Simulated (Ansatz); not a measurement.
LiNbO3 (R3c) from a database of computed structures was put through Ansatz (plane waves). The geometry is the r2SCAN minimum.

Structure:
```
Li Nb O
1.0
     5.13742    0.00018   -0.00088
     2.56850    4.86007    0.00515
     0.00145    2.70558    8.47697
Li Nb O
4 4 12
Direct
  0.44046 0.11908 0.14682
  0.94046 0.11908 0.64682
  0.19046 0.61908 0.39682
  0.69046 0.61908 0.89682
  0.01745 0.96511 0.00582
  0.51745 0.96511 0.50582
  0.76745 0.46511 0.25581
  0.26745 0.46511 0.75581
  0.73903 0.77597 0.36555
  0.79082 0.77597 0.05973
  0.30619 0.77597 0.18674
  0.18321 0.27597 0.30972
  0.66784 0.27597 0.43674
  0.23903 0.77597 0.86555
  0.73499 0.27597 0.11555
  0.29082 0.77597 0.55973
  0.80619 0.77597 0.68674
  0.68321 0.27597 0.80972
  0.16784 0.27597 0.93674
  0.23499 0.27597 0.61555
```

Main lines of the log:
```
Warning: the atoms were moved onto the symmetric positions of the space group found under crystal.symmetry.tolerance 1.0e-5 (fractional […]
Warning: 2 symmetry operations that the atoms keep within the bar at which the run's group was sought (crystal.symmetry.tolerance 1.0e-5, or twice it) were not taken beside the 2 unitary ones that the detection took (of a slab, those that keep its plane). […]
Pseudopotential: Li, paw, valence charge 3, recommended cutoff 500 eV (meta_gga)
Pseudopotential: Nb, paw, valence charge 13, recommended cutoff 500 eV (meta_gga)
Pseudopotential: O, paw, valence charge 6, recommended cutoff 500 eV (meta_gga)
Functional definition: r2SCAN
Crystal: 20 atoms, lattice volume = 211.573 Å³
Basis set: ecut = 500 eV, 5339 PW (Γ)
Bands: 88, of which v1, the nominal top of the filled ones, is band 68 counted from 1 (67 counted from 0)
Symmetry: 2 space group operations
k-points: 76 of 144 (time reversal used)
preconditioner: auto → Resta (q_TF=auto, 2.535 Å⁻¹)  ε∞=4.9  [insulator: Δε(μ)=4.377 eV  ℏωp=25.0 eV]
SCF 1 converged in 11 iterations: F = -25922.787552 eV  dr2 = 1.85e-11
SCF converged after 11 iterations
Free energy (F): -25922.787552 eV
Fermi energy:    6.907904 eV
--- Dielectric response (ions clamped): 3 representative field directions + reference, on 76 of 144 k-points ---
  ε∞ (high-frequency dielectric tensor):
        4.984641     0.000154    -0.000097
        0.000155     4.754104     0.072822
       -0.000096     0.072822     4.961683
  Born effective charges Z* (e; rows j = field, columns β = displacement):
    site 0:
         1.19813   -0.07626   -0.23894
         0.07627    1.04280    0.04957
         0.23897    0.04959    1.18225
    site 1:
         1.19813   -0.07626   -0.23894
         0.07627    1.04280    0.04957
         0.23897    0.04959    1.18225
    site 2:
         1.19809    0.07627    0.23897
        -0.07627    1.04279    0.04957
        -0.23894    0.04955    1.18232
    site 3:
         1.19809    0.07627    0.23897
        -0.07627    1.04279    0.04957
        -0.23894    0.04955    1.18232
    site 4:
         7.13150    0.45485    1.42387
        -0.45416    6.52978    0.19232
        -1.42428    0.19193    7.07000
    site 5:
         7.13150    0.45485    1.42387
        -0.45416    6.52978    0.19232
        -1.42428    0.19193    7.07000
    site 6:
         7.13137   -0.45418   -1.42426
         0.45485    6.52969    0.19184
         1.42389    0.19220    7.07023
    site 7:
         7.13137   -0.45418   -1.42426
         0.45485    6.52969    0.19184
         1.42389    0.19220    7.07023
    site 8:
        -1.58152    0.21158    0.19835
         0.25530   -3.61804   -1.75385
         0.28130   -1.86678   -2.85197
    site 9:
        -3.63304   -1.25935    1.28267
        -1.14598   -2.02858    0.71880
         1.34334    0.78947   -2.39017
    site 10:
        -3.11486    1.00535   -1.61273
         0.93237   -1.92593    0.79334
        -1.49259    0.83565   -3.01038
    site 11:
        -3.63400    1.25940   -1.28216
         1.14595   -2.02820    0.71813
        -1.34286    0.78879   -2.38904
    site 12:
        -3.11392   -1.00540    1.61294
        -0.93247   -1.92633    0.79394
         1.49277    0.83622   -3.01152
    site 13:
        -1.58152    0.21158    0.19835
         0.25530   -3.61804   -1.75385
         0.28130   -1.86678   -2.85197
    site 14:
        -1.58176   -0.21225   -0.19872
        -0.25587   -3.61799   -1.75366
        -0.28161   -1.86662   -2.85173
    site 15:
        -3.63304   -1.25935    1.28267
        -1.14598   -2.02858    0.71880
         1.34334    0.78947   -2.39017
    site 16:
        -3.11486    1.00535   -1.61273
         0.93237   -1.92593    0.79334
        -1.49259    0.83565   -3.01038
    site 17:
        -3.63400    1.25940   -1.28216
         1.14595   -2.02820    0.71813
        -1.34286    0.78879   -2.38904
    site 18:
        -3.11392   -1.00540    1.61294
        -0.93247   -1.92633    0.79394
         1.49277    0.83622   -3.01152
    site 19:
        -1.58176   -0.21225   -0.19872
        -0.25587   -3.61799   -1.75366
        -0.28161   -1.86662   -2.85173
```

Task: Write the input file that gave this output.

Result:
```yaml
crystal:
  # lattice and atoms as above
kpoints:
  mp_grid: { grid: [6, 6, 4] }
hamiltonian:
  xc: r2scan
scf:
  occupations: { method: fixed }
dielectric: {}
```
A response with clamped ions alone is the dielectric block. Not every key shows in the log; this is the file that was used.

It took 2.1 min on 1 × NVIDIA H100 80GB HBM3 with 4 threads of AMD EPYC 7R13 Processor (Zen 3) (shared host), load about 4.1 per core; peak host memory 7.6 GiB.

(Simulation; spin polarisation is off.)

For a response run the program warns that the ground state's bands aren't all converged, so ε∞ carries an extra error.
